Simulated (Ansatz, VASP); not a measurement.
One calculation of Pt, two programs

Contents of INCAR:

```
PREC = Accurate
ENCUT = 520
EDIFF = 1E-7
ISMEAR = -1
SIGMA = 0.04
LREAL = F
LASPH = T
NELM = 80
ALGO = Normal
ISIF = 2
LWAVE = F
LCHARG = F
GGA = PE
NBANDS = 11
```

File KPOINTS:

```
regular mesh
0
Gamma
  8 8 8
```

POSCAR

```
Pt
1.0
    0.0000000000      1.9609000000      1.9609000000
    1.9609000000      0.0000000000      1.9609000000
    1.9609000000      1.9609000000      0.0000000000
Pt
1
Direct
    0.0000000000      0.0000000000      0.0000000000
```

File input.yaml:

```yaml
crystal:
  lattice:
    - [0.0, 1.9609, 1.9609]
    - [1.9609, 0.0, 1.9609]
    - [1.9609, 1.9609, 0.0]
  atoms:
    - { symbol: Pt, position: [0.0, 0.0, 0.0] }
kpoints:
  mp_grid: { grid: [8, 8, 8] }
scf:
  occupations: { method: fermi_dirac, width: 0.04 }
hamiltonian:
  xc: pbe
  pseudopotentials: { kind: all_electron, lapw: { basis_error: 0.004 } }
output:
  forces: true
  stress: true
  eigenvalues: true
```

Alike in both runs: task single point; functional PBE; k mesh 8 × 8 × 8; occupations fermi-dirac, width 0.04 eV; no spin polarisation.

|  | VASP | Ansatz |
| --- | --- | --- |
| version | VASP 6.6.1 | Ansatz 0.2.0 |
| potentials or method | VASP PAW PBE potentials, release 64 (Pt) | all-electron LAPW, scalar-relativistic |
| plane-wave cutoff (eV) | 520 | see its input |

Ansatz gave:

* gap on the k mesh at the Fermi level (eV): none
* pressure (GPa): 9.4

Which values does VASP return?

gap on the k mesh at the Fermi level (eV): none; pressure (GPa): 8.9.

A gap of «none» marks a metal or a gap that the smearing closes. Ansatz ran all-electron here, so the differences hold the error of VASP's frozen core and of both bases.

Caveats: the k mesh is thin for a metal, which can move the energy by tens of meV per atom (Ansatz). The runs have no spin-orbit coupling, so splittings on Pt are missing.
